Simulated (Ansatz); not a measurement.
# MoS2 monolayer (2H): from the cell to its phonons

Wanted: phonon frequencies of MoS2 monolayer (2H) and what follows from them.

Main program and level: Ansatz 0.2.0; DFT PBEsol, scalar-relativistic, plane waves, PAW; PAW set soft_1.

Most raw output is cut from this account.

### Step 1. The starting structure

The cell holds 3 atoms: 1 Mo and 2 S. Cell: a = 3.170 Å, b = 3.170 Å, c = 20.000 Å, α = 90.0°, β = 90.0°, γ = 120.0°. It derives from MoS2. Vacuum lies along c.

### Step 2. Bringing the structure to rest

Harmonic phonons are second derivatives at a point where the forces vanish, and they are wanted at zero stress, so atoms and cell are relaxed first.

The program solves this slab on a cell height of its own, 30.0 Å, in place of the one typed.

File input.yaml:

```yaml
crystal:
  lattice:
    - [3.17, 0.0, 0.0]
    - [-1.585, 2.7453, 0.0]
    - [0.0, 0.0, 20.0]
  atoms:
    - { symbol: Mo, position: [0.333333, 0.666667, 0.5] }
    - { symbol: S, position: [0.666667, 0.333333, 0.5775] }
    - { symbol: S, position: [0.666667, 0.333333, 0.4225] }
  periodic: [true, true, false]
kpoints:
  mp_grid: { grid: [12, 12, 1] }
hamiltonian:
  xc: pbesol
  pseudopotentials: { kind: paw, azcp: { folder: soft_1 }, xc_functional: pbe }
scf:
  occupations: { method: gaussian, width: 0.02 }
output:
  forces: true
  stress: true
  eigenvalues: true
  write_density: true
  write_potential: true
  elf: true
  volumetric_format: npy
relax:
  adjacent_minimum: "off"
  f_tol: 0.005
  max_steps: 80
  cell: { stress_2d_tol: 0.02 }
```

Run with:

```console
> ansatz run input.yaml --threads 8 --pin off --max-ram 16384MiB --backend cpu --events-out ev --progress --plain --runs-dir out
```

Run time: 16 s. Hardware: 8 threads of Arm Neoverse N1, shared host; peak memory 0.65 GiB.

Step by step:

| step | energy less that of the first step (eV) | largest force component (eV/Å) | volume (Å³) |
| --- | --- | --- | --- |
| 1 | 0.0000 | 0.0318 | 261.08 |
| 2 | -0.0064 | 0.1264 | 254.53 |
| 3 | -0.0082 | 0.0326 | 256.23 |
| 4 | -0.0082 | 0.0001 | 256.26 |
| 5* | -0.0080 | 0.0000 | 256.26 |

Relaxation steps marked * repeat the geometry before them on a plane-wave basis chosen anew for their cell, so energy and pressure can jump there.

The run keeps the 12 symmetry operations that it works with, so distortions that break them were not tested.

| cell as run | before | after | change |
| --- | --- | --- | --- |
| a (Å) | 3.170 | 3.141 | -0.9 % |
| b (Å) | 3.170 | 3.141 | -0.9 % |

The relaxed structure:

```
Mo S
1.0
     3.14060    0.00000    0.00000
    -1.57030    2.71984    0.00000
     0.00000    0.00000   30.00000
Mo S
1 2
Cartesian
  0.0000 1.8132 10.0000
  1.5703 0.9066 11.5584
  1.5703 0.9066 8.4416
```

This step gave:

| Quantity | Value |
| --- | --- |
| gap on the k-mesh | 1.806 eV |
| direct gap on mesh | 1.806 eV |
| area per atom | 2.847 Å² |

ELF in the ac plane at fractional y = 0.333, with atoms of S within 0.2 Å of it. It is the smooth field of the valence electrons, not physical close to the nuclei.

Ten even steps from '0' (0.00) to '9' (0.84), each cell a mean:
```
0000000000000000
0000000000000000
0000000000000000
0000000000000000
0000000000000000
0000000000000000
0000000000000000
0000000000000000
0000000000000000
0000000000000000
0000000000000000
0000000000000000
0000000001111000
2000024689999875
8411379986445899
3322334555555654
4322245676555666
7411369997656899
2000013577888764
0000000000000000
0000000000000000
0000000000000000
0000000000000000
0000000000000000
```
Columns run along a (3.1 Å), rows up along c (30.0 Å). Atoms in or near the plane, at fractional coordinates: S at (0.67, 0.39), S at (0.67, 0.28).

Electrostatic potential energy in the ac plane at fractional y = 0.333, with atoms of S within 0.2 Å of it. With pseudopotentials it is smooth inside the atoms' cores, unlike the true potential.

Ten even steps from '0' (-35 eV) to '9' (0 eV), each cell a mean:
```
9999999999999999
9999999999999999
9999999999999999
9999999999999999
9999999999999999
9999999999999999
9999999999999999
9999999999999999
9999999999999999
9999999999999999
9999999999999999
9999999999999999
9999999999999999
9999999999999999
8899986300000026
6555566665555567
7666666644334456
8999987421111236
9999999999999999
9999999999999999
9999999999999999
9999999999999999
9999999999999999
9999999999999999
```
Columns run along a (3.1 Å; values clipped at the 3rd and 97th percentile), rows up along c (30.0 Å). Atoms in or near the plane, at fractional coordinates: S at (0.67, 0.39), S at (0.67, 0.28).

Valence density in the ac plane at fractional y = 0.333, with atoms of S within 0.2 Å of it. It is the smooth field of the valence electrons, not physical close to the nuclei.

Ten even steps from '0' (0.0 e/Å³) to '9' (1.0 e/Å³), each cell a mean:
```
0000000000000000
0000000000000000
0000000000000000
0000000000000000
0000000000000000
0000000000000000
0000000000000000
0000000000000000
0000000000000000
0000000000000000
0000000000000000
0000000000000000
0000000000000000
0000000011111100
3211124799778985
4455544556666554
4444444677667765
2111124688778875
0000000000000000
0000000000000000
0000000000000000
0000000000000000
0000000000000000
0000000000000000
```
Columns run along a (3.1 Å), rows up along c (30.0 Å). Atoms in or near the plane, at fractional coordinates: S at (0.67, 0.39), S at (0.67, 0.28).

### Step 3. Relaxing to small forces for the phonons

Phonons need a cell at rest on their own settings, so the relaxation is repeated with tight tolerances on forces and stress on the k mesh and occupations of the first response run.

input.yaml, the sections that differ from step 2:

```yaml
crystal:
  lattice:
    - [3.1406011151, 0.0, 0.0]
    - [-1.5703005576, 2.7198403489, 0.0]
    - [0.0, 0.0, 30.0]
  atoms:
    - { symbol: Mo, position: [0.3333333333, 0.6666666667, 0.3333333333] }
    - { symbol: S, position: [0.6666666667, 0.3333333333, 0.3852806503] }
    - { symbol: S, position: [0.6666666667, 0.3333333333, 0.2813860164] }
  periodic: [true, true, false]
scf:
  occupations: { method: fixed }
relax:
  adjacent_minimum: "off"
  f_tol: 0.001
  max_steps: 60
  cell: { stress_2d_tol: 0.002 }
# kpoints, hamiltonian, output: as in step 2
```

Run time: 7 s. Hardware: 8 threads; peak memory 0.62 GiB; 49 s of CPU time.

Little changed from the start: no atom moved by 0.005 Å and no cell edge by 0.1 %.

Valence density in the ac plane at fractional y = 0.333, with atoms of S within 0.2 Å of it. It is the smooth field of the valence electrons, not physical close to the nuclei.

Values in e/Å³, 24 rows by 16 columns, each cell a mean:
```
0.0 0.0 0.0 0.0 0.0 0.0 0.0 0.0 0.0 0.0 0.0 0.0 0.0 0.0 0.0 0.0
0.0 0.0 0.0 0.0 0.0 0.0 0.0 0.0 0.0 0.0 0.0 0.0 0.0 0.0 0.0 0.0
0.0 0.0 0.0 0.0 0.0 0.0 0.0 0.0 0.0 0.0 0.0 0.0 0.0 0.0 0.0 0.0
0.0 0.0 0.0 0.0 0.0 0.0 0.0 0.0 0.0 0.0 0.0 0.0 0.0 0.0 0.0 0.0
0.0 0.0 0.0 0.0 0.0 0.0 0.0 0.0 0.0 0.0 0.0 0.0 0.0 0.0 0.0 0.0
0.0 0.0 0.0 0.0 0.0 0.0 0.0 0.0 0.0 0.0 0.0 0.0 0.0 0.0 0.0 0.0
0.0 0.0 0.0 0.0 0.0 0.0 0.0 0.0 0.0 0.0 0.0 0.0 0.0 0.0 0.0 0.0
0.0 0.0 0.0 0.0 0.0 0.0 0.0 0.0 0.0 0.0 0.0 0.0 0.0 0.0 0.0 0.0
0.0 0.0 0.0 0.0 0.0 0.0 0.0 0.0 0.0 0.0 0.0 0.0 0.0 0.0 0.0 0.0
0.0 0.0 0.0 0.0 0.0 0.0 0.0 0.0 0.0 0.0 0.0 0.0 0.0 0.0 0.0 0.0
0.0 0.0 0.0 0.0 0.0 0.0 0.0 0.0 0.0 0.0 0.0 0.0 0.0 0.0 0.0 0.0
0.0 0.0 0.0 0.0 0.0 0.0 0.0 0.0 0.0 0.0 0.0 0.0 0.0 0.0 0.0 0.0
0.0 0.0 0.0 0.0 0.0 0.0 0.0 0.0 0.0 0.0 0.0 0.0 0.0 0.0 0.0 0.0
0.0 0.0 0.0 0.0 0.0 0.0 0.1 0.1 0.1 0.2 0.2 0.2 0.2 0.1 0.1 0.1
0.3 0.2 0.1 0.1 0.2 0.3 0.5 0.8 1.0 0.9 0.8 0.7 0.9 1.0 0.9 0.6
0.4 0.5 0.6 0.6 0.5 0.5 0.5 0.5 0.6 0.6 0.6 0.6 0.6 0.6 0.5 0.5
0.4 0.4 0.4 0.4 0.4 0.4 0.5 0.6 0.7 0.7 0.7 0.7 0.7 0.7 0.6 0.5
0.3 0.2 0.1 0.1 0.1 0.2 0.4 0.7 0.9 0.9 0.7 0.7 0.8 0.9 0.8 0.5
0.0 0.0 0.0 0.0 0.0 0.0 0.0 0.0 0.1 0.1 0.1 0.1 0.1 0.1 0.1 0.0
0.0 0.0 0.0 0.0 0.0 0.0 0.0 0.0 0.0 0.0 0.0 0.0 0.0 0.0 0.0 0.0
0.0 0.0 0.0 0.0 0.0 0.0 0.0 0.0 0.0 0.0 0.0 0.0 0.0 0.0 0.0 0.0
0.0 0.0 0.0 0.0 0.0 0.0 0.0 0.0 0.0 0.0 0.0 0.0 0.0 0.0 0.0 0.0
0.0 0.0 0.0 0.0 0.0 0.0 0.0 0.0 0.0 0.0 0.0 0.0 0.0 0.0 0.0 0.0
0.0 0.0 0.0 0.0 0.0 0.0 0.0 0.0 0.0 0.0 0.0 0.0 0.0 0.0 0.0 0.0
```
Columns run along a (3.1 Å), rows up along c (30.0 Å). Atoms in or near the plane, at fractional coordinates: S at (0.67, 0.39), S at (0.67, 0.28).

Electrostatic potential energy in the ac plane at fractional y = 0.333, with atoms of S within 0.2 Å of it. With pseudopotentials it is smooth inside the atoms' cores, unlike the true potential.

Ten even steps from '0' (-35 eV) to '9' (0 eV), each cell a mean:
```
9999999999999999
9999999999999999
9999999999999999
9999999999999999
9999999999999999
9999999999999999
9999999999999999
9999999999999999
9999999999999999
9999999999999999
9999999999999999
9999999999999999
9999999999999999
9999999999999999
8899986300000026
6555566665555567
7666666644334456
8999987421111236
9999999999999999
9999999999999999
9999999999999999
9999999999999999
9999999999999999
9999999999999999
```
Columns run along a (3.1 Å; values clipped at the 3rd and 97th percentile), rows up along c (30.0 Å). Atoms in or near the plane, at fractional coordinates: S at (0.67, 0.39), S at (0.67, 0.28).

ELF in the ac plane at fractional y = 0.333, with atoms of S within 0.2 Å of it. It is the smooth field of the valence electrons, not physical close to the nuclei.

Values, 24 rows by 16 columns, each cell a mean:
```
0.00 0.00 0.00 0.00 0.00 0.00 0.00 0.00 0.00 0.00 0.00 0.00 0.00 0.00 0.00 0.00
0.00 0.00 0.00 0.00 0.00 0.00 0.00 0.00 0.00 0.00 0.00 0.00 0.00 0.00 0.00 0.00
0.00 0.00 0.00 0.00 0.00 0.00 0.00 0.00 0.00 0.00 0.00 0.00 0.00 0.00 0.00 0.00
0.00 0.00 0.00 0.00 0.00 0.00 0.00 0.00 0.00 0.00 0.00 0.00 0.00 0.00 0.00 0.00
0.00 0.00 0.00 0.00 0.00 0.00 0.00 0.00 0.00 0.00 0.00 0.00 0.00 0.00 0.00 0.00
0.00 0.00 0.00 0.00 0.00 0.00 0.00 0.00 0.00 0.00 0.00 0.00 0.00 0.00 0.00 0.00
0.00 0.00 0.00 0.00 0.00 0.00 0.00 0.00 0.00 0.00 0.00 0.00 0.00 0.00 0.00 0.00
0.00 0.00 0.00 0.00 0.00 0.00 0.00 0.00 0.00 0.00 0.00 0.00 0.00 0.00 0.00 0.00
0.00 0.00 0.00 0.00 0.00 0.00 0.00 0.00 0.00 0.00 0.00 0.00 0.00 0.00 0.00 0.00
0.00 0.00 0.00 0.00 0.00 0.00 0.00 0.00 0.00 0.00 0.00 0.00 0.00 0.00 0.00 0.00
0.00 0.00 0.00 0.00 0.00 0.00 0.00 0.00 0.00 0.00 0.00 0.00 0.00 0.00 0.00 0.00
0.00 0.00 0.00 0.00 0.00 0.00 0.00 0.00 0.00 0.00 0.00 0.00 0.00 0.00 0.00 0.00
0.01 0.00 0.00 0.00 0.00 0.01 0.02 0.04 0.07 0.10 0.12 0.12 0.11 0.08 0.05 0.02
0.25 0.08 0.02 0.02 0.05 0.19 0.40 0.58 0.70 0.76 0.79 0.80 0.78 0.73 0.63 0.47
0.68 0.39 0.17 0.14 0.30 0.59 0.79 0.84 0.75 0.53 0.38 0.36 0.45 0.69 0.83 0.82
0.32 0.26 0.24 0.24 0.26 0.30 0.38 0.46 0.50 0.49 0.46 0.45 0.48 0.51 0.48 0.40
0.39 0.27 0.21 0.20 0.25 0.35 0.47 0.56 0.59 0.53 0.45 0.44 0.50 0.58 0.58 0.51
0.65 0.35 0.14 0.11 0.26 0.56 0.77 0.84 0.78 0.61 0.51 0.50 0.56 0.73 0.84 0.81
0.17 0.05 0.02 0.01 0.03 0.12 0.30 0.47 0.59 0.66 0.70 0.70 0.68 0.62 0.51 0.36
0.00 0.00 0.00 0.00 0.00 0.00 0.01 0.02 0.04 0.05 0.06 0.07 0.06 0.04 0.02 0.01
0.00 0.00 0.00 0.00 0.00 0.00 0.00 0.00 0.00 0.00 0.00 0.00 0.00 0.00 0.00 0.00
0.00 0.00 0.00 0.00 0.00 0.00 0.00 0.00 0.00 0.00 0.00 0.00 0.00 0.00 0.00 0.00
0.00 0.00 0.00 0.00 0.00 0.00 0.00 0.00 0.00 0.00 0.00 0.00 0.00 0.00 0.00 0.00
0.00 0.00 0.00 0.00 0.00 0.00 0.00 0.00 0.00 0.00 0.00 0.00 0.00 0.00 0.00 0.00
```
Columns run along a (3.1 Å), rows up along c (30.0 Å). Atoms in or near the plane, at fractional coordinates: S at (0.67, 0.39), S at (0.67, 0.28).

The largest force component left is 0.033 meV/Å, within the tolerances set.

### Step 4. Zone-centre response

The zone centre comes first: it holds the modes that light can see, as far as symmetry allows. The response to a homogeneous field gives the Born charges and the dielectric tensor, and its change with displacement the Raman tensors.

input.yaml, the sections that differ from step 3:

```yaml
output:
  eigenvalues: true
phonons:
  method: dfpt
  dielectric: true
  raman: true
# crystal, kpoints, hamiltonian, scf: as in step 3
# relax: removed
```

Run time: 4.1 min. Hardware: 8 threads; peak memory 2.9 GiB; 30 min of CPU time.

Numbers from this step:

```yaml
sum_rule_residual_before_enforcement: 5.24e-5 eV/Å²
miss_of_the_charge_sum_rule: 0.001278 e
estimated_error_of_the_dielectric_tensor: 0.01230
estimated_error_of_the_born_charges: 0.01526 e
point_group: -6m2
highest_optical_mode_at_the_zone_centre_no_lo_to_term: 472.2 cm⁻¹
lowest_optical_zone_centre_mode: 285.7 cm⁻¹
largest_born_charge_third_of_the_trace: -0.781 e
```

Without the LO-TO term. Patterns of degenerate modes are one choice out of their space. The modes at Γ (shares of kinetic energy by element, %):

| mode | frequency (cm⁻¹) | symmetry | Mo % | S % |
| --- | --- | --- | --- | --- |
| 1 | 0.0 | acoustic | 60 | 40 |
| 2 | 0.0 | acoustic | 60 | 40 |
| 3 | 0.0 | acoustic | 60 | 40 |
| 4 | 285.7 | E'' | 0 | 100 |
| 5 | 285.7 | E'' | 0 | 100 |
| 6 | 386.5 | E' | 40 | 60 |
| 7 | 386.5 | E' | 40 | 60 |
| 8 | 406.7 | A1' | 0 | 100 |
| 9 | 472.2 | A2'' | 40 | 60 |

Displacements in mode 4 (285.7 cm⁻¹), the largest set to 1:
```
Mo1  0.00  0.00  0.00
S2  -0.13 -1.00  0.00
S3   0.13  1.00  0.00
```

Displacements in mode 7 (386.5 cm⁻¹), the largest set to 1:
```
Mo1  0.00  0.67  0.00
S2   0.00 -1.00  0.00
S3   0.00 -1.00  0.00
```

High-frequency dielectric tensor, averaged over the cell of height 30.0 Å or as lengthened by the program, vacuum included. Tensor:

|  | x | y | z |
| --- | --- | --- | --- |
| x | 3.833 | 0 | 0 |
| y | 0 | 3.833 | 0 |
| z | 0 | 0 | 1.17 |

Born charge (rows field, columns displacement) (e), principal values of the symmetric part by kind of site:

| atom | atoms with these values | low | middle | high | mean |
| --- | --- | --- | --- | --- | --- |
| Mo1 | 1 | -1.13 | -1.13 | -0.08 | -0.78 |
| S2 | 2 | 0.04 | 0.57 | 0.57 | 0.39 |

In full for Mo1:

```
-1.13  0.00  0.00
 0.00 -1.13  0.00
 0.00  0.00 -0.08
```

Transverse modes. Infrared lines, with heights relative to the strongest:

| position (cm⁻¹) | label | relative intensity |
| --- | --- | --- |
| 286 | E'' | 0.0 |
| 386 | E' | 100 |
| 407 | A1' | 0.0 |
| 472 | A2'' | 0.3 |

Activity x (w_L - w)^4 (n + 1)/w, 532 nm, 300 K; the tensors are static ones, while 532 nm light lies above the computed direct gap, where resonance would change the heights. Lines of the Raman spectrum (strongest = 100):

| position (cm⁻¹) | label | relative intensity |
| --- | --- | --- |
| 286 | E'' | 0.0 |
| 386 | E' | 100 |
| 407 | A1' | 26 |
| 472 | A2'' | 0.0 |

Before it was imposed, the acoustic sum rule was missed by 5.2e-5 eV/Å² and the charge sum rule by 0.0013 e. Small misses are needed for a sound result but don't prove that mesh and cutoff are converged. The lowest optical mode is real, 286 cm⁻¹.

### Step 5. The dispersion

Stability and thermal properties need the whole zone. Linear response on a 6×6×1 q mesh gives force constants as far as a supercell of that size would, and the tensors from the zone-centre run are typed in so that the long-range dipole term is interpolated apart.

input.yaml, the sections that differ from step 4:

```yaml
phonons:
  method: dfpt
  qmesh: [6, 6, 1]
  temperatures: { t_max: 1000, t_step: 50 }
  qpath:
    path:
      - [0.0, 0.0, 0.0]
      - [0.5, 0.0, 0.0]
      - [0.33333333, 0.33333333, 0.0]
      - [0.0, 0.0, 0.0]
    npoints: 10
  isolated: true
  non_analytic_term:
    high_frequency_dielectric_tensor: [[3.8332, 0.0, 0.0], [0.0, 3.8332, 0.0], [0.0, 0.0, 1.1701]]
    born_effective_charges:
      - { species: Mo, tensor: [[-1.1311, 0.0, 0.0], [0.0, -1.1311, 0.0], [0.0, 0.0, -0.0808]] }
      - { species: S, tensor: [[0.5655, 0.0, 0.0], [0.0, 0.5655, 0.0], [0.0, 0.0, 0.0404]] }
      - { species: S, tensor: [[0.5655, 0.0, 0.0], [0.0, 0.5655, 0.0], [0.0, 0.0, 0.0404]] }
    source: "zone-centre run at this cell"
# crystal, kpoints, hamiltonian, scf, output: as in step 4
```

Wall time 6.5 min (8 threads); peak memory 1.8 GiB; 51 min of CPU time.

This step gave:

```
sum-rule residual before enforcement                       : 1.98e-5 eV/Å²
lowest frequency on the path                               : 0 cm⁻¹
highest frequency on the path or at a solved wavevector    : 472.2 cm⁻¹
mean frequency                                             : 294.1 cm⁻¹
lowest mode on the q mesh (acoustic modes at Γ apart)      : 45.75 cm⁻¹
zero-point energy per atom                                 : 54.69 meV
heat capacity at 300 K                                     : 20.86 J/(mol atoms K)
vibrational entropy at 300 K                               : 21.26 J/(mol atoms K)
edges of the widest gap between branches, on path and mesh : 235.9, 285.7 cm⁻¹
```

Frequencies (cm⁻¹) solved at each irreducible wavevector; negative means imaginary. Frequencies by wavevector, by row:

| q in reciprocal lattice units | star | mode 1 | mode 2 | mode 3 | mode 4 | mode 5 | mode 6 | mode 7 | mode 8 | mode 9 |
| --- | --- | --- | --- | --- | --- | --- | --- | --- | --- | --- |
| 0 0 0 | 1 | 0 | 0 | 0 | 285.7 | 285.7 | 386.5 | 386.5 | 406.7 | 472.2 |
| 0 0.1667 0 | 6 | 45.8 | 81.3 | 129.7 | 292.3 | 308 | 372.2 | 383.1 | 410.5 | 450.1 |
| 0 0.3333 0 | 6 | 128.8 | 137.9 | 213.7 | 302.6 | 335 | 353.4 | 373.6 | 405.2 | 411.6 |
| 0 -0.5 0 | 3 | 156.5 | 171.9 | 235.9 | 307 | 334.4 | 353.6 | 368.1 | 388.6 | 409.7 |
| 0.1667 0.1667 0 | 6 | 105.2 | 142 | 188 | 303.8 | 328.8 | 353.4 | 380.3 | 409.7 | 416.4 |
| 0.1667 0.3333 0 | 12 | 164 | 179 | 220.9 | 317.8 | 333.9 | 346.6 | 376.6 | 386 | 404 |
| 0.3333 0.3333 0 | 2 | 179.8 | 186.1 | 235.1 | 323.7 | 336.2 | 336.4 | 376.7 | 383.5 | 395.7 |

Interpolated from a 6×6×1 q mesh, with the LO-TO term (at Γ the limit along the path; where Γ stands inside the path, tables give the limit on arrival). Phonon branches along the path, in cm⁻¹:

| point | branch 1 | branch 2 | branch 3 | branch 4 | branch 5 | branch 6 | branch 7 | branch 8 | branch 9 |
| --- | --- | --- | --- | --- | --- | --- | --- | --- | --- |
| Γ | 0 | 0 | 0 | 286 | 286 | 386 | 386 | 407 | 472 |
| halfway | 88 | 114 | 180 | 298 | 324 | 360 | 379 | 412 | 428 |
| M | 156 | 172 | 236 | 307 | 334 | 354 | 368 | 389 | 410 |
| halfway | 174 | 182 | 226 | 321 | 330 | 346 | 377 | 384 | 403 |
| K | 180 | 186 | 235 | 324 | 336 | 336 | 377 | 384 | 396 |
| halfway | 105 | 142 | 188 | 304 | 329 | 353 | 380 | 410 | 416 |
| Γ | 0 | 0 | 0 | 286 | 286 | 386 | 386 | 407 | 472 |

The phonon density of states has structure finer than the step of the table below, so its rows give means over 20 cm⁻¹, whole bins alone (the curve runs from 2.5 to 472 cm⁻¹). Peaks (cm⁻¹: height): 172.5: 0.0405, 227.5: 0.0315, 307.5: 0.0485, 332.5: 0.0876, 352.5: 0.0638, 377.5: 0.101, 407.5: 0.0912.

Tetrahedra on a 24×24×1 mesh, mean over bins of 5 cm-1. Interpolated from a 6×6×1 q mesh. Phonon density of states against wavenumber; means over each step:

| wavenumber (cm⁻¹) | phonon density of states (1/cm⁻¹/cell) |
| --- | --- |
| 20 | 0.00284 |
| 40 | 0.00405 |
| 60 | 0.00532 |
| 80 | 0.00683 |
| 100 | 0.00877 |
| 120 | 0.0116 |
| 140 | 0.0168 |
| 160 | 0.0291 |
| 180 | 0.0266 |
| 200 | 0.00959 |
| 220 | 0.0211 |
| 240 | 0.00645 |
| 260 | 0 |
| 280 | 0.00403 |
| 300 | 0.0315 |
| 320 | 0.0344 |
| 340 | 0.0501 |
| 360 | 0.0289 |
| 380 | 0.0676 |
| 400 | 0.0474 |
| 420 | 0.0254 |
| 440 | 0.00556 |
| 460 | 0.00445 |

(Part 1 of 2 ends here.)

[Logs are printed without paths, hosts, clocks, repeated set-up lines and the standing remarks that a program may print on its own settings, such as how far it seeks lower states.]

[Hosts, paths, dates, database ids (printed as entryN), source tags and the programs' standing remarks are cut or masked in the printed files.]
